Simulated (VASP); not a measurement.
Write the native input for VASP 6.6.1 that does the following.

```
Task                   : relaxation of cell and atoms
Functional             : RPBE
Potentials or basis    : VASP PAW PBE potentials, release 64 (Ni)
Cutoff                 : 600 eV
k mesh                 : 20 × 20 × 20
Occupations            : gaussian, width 0.1 eV
Spin                   : collinear spin, ferromagnetic start
Starting moments       : [1.0] μB
Further INCAR settings : ALGO = Normal; EDIFF = 1e-07; IBRION = 2; EDIFFG = -0.005; NSW = 90; ISIF = 3
```

The structure of Ni lies in POSCAR:

```
Ni
1.0
   -1.3967612200      1.3967612200      1.3967612200
    1.3967612200     -1.3967612200      1.3967612200
    1.3967612200      1.3967612200     -1.3967612200
Ni
1
Direct
    0.0000000000      0.0000000000      0.0000000000
```

This isn't the form of Ni at room conditions, which is fcc.

These files were run (other wordings do the same):

INCAR

```
  PREC = Accurate
  ENCUT = 600
  EDIFF = 1E-7
  ISMEAR = 0
  SIGMA = 0.1
  LREAL = F
  LASPH = T
  NELM = 100
  ALGO = Normal
  ISIF = 3
  LWAVE = F
  LCHARG = F
  ISPIN = 2
  MAGMOM = 1
  LORBIT = 11
  LMAXMIX = 4
  GGA = RP
  IBRION = 2
  NSW = 90
  EDIFFG = -0.005
```

KPOINTS

```
Automatic mesh
0
Gamma
  20 20 20
```

Potentials or basis: VASP PAW PBE potentials, release 64 (Ni).

Command:

```console
$ cat potpaw_PBE.64/Ni/POTCAR > POTCAR
$ mpirun -np 1 vasp_std > vasp.out
```

Results of the run:

```
Relaxed volume                                        : 11.32 Å³/atom
Relaxed cell                                          : a = 2.450 Å, b = 2.450 Å, c = 2.450 Å, α = 109.47°, β = 109.47°, γ = 109.47°
Space group after relaxing (to 0.05 Å)                : Im-3m (No. 229)
Energy gained by relaxing                             : 9.1 meV/atom
Ionic steps                                           : 3
Pressure after relaxing                               : 0.0 GPa
Band gap on the k mesh                                : none (metal or under the smearing width)
Net moment                                            : 0.58 μB per cell
Site moments                                          : Ni +0.60 μB
Valence electrons inside the program's atomic spheres : Ni 9.24
```

Caveat: the PAW data sets were made with another functional, which shifts forces and pressure a little.

It took 90 s on 1 thread of Intel(R) Xeon(R) Platinum 8488C (Sapphire Rapids), with other jobs on the host, peak memory 0.18 GiB.
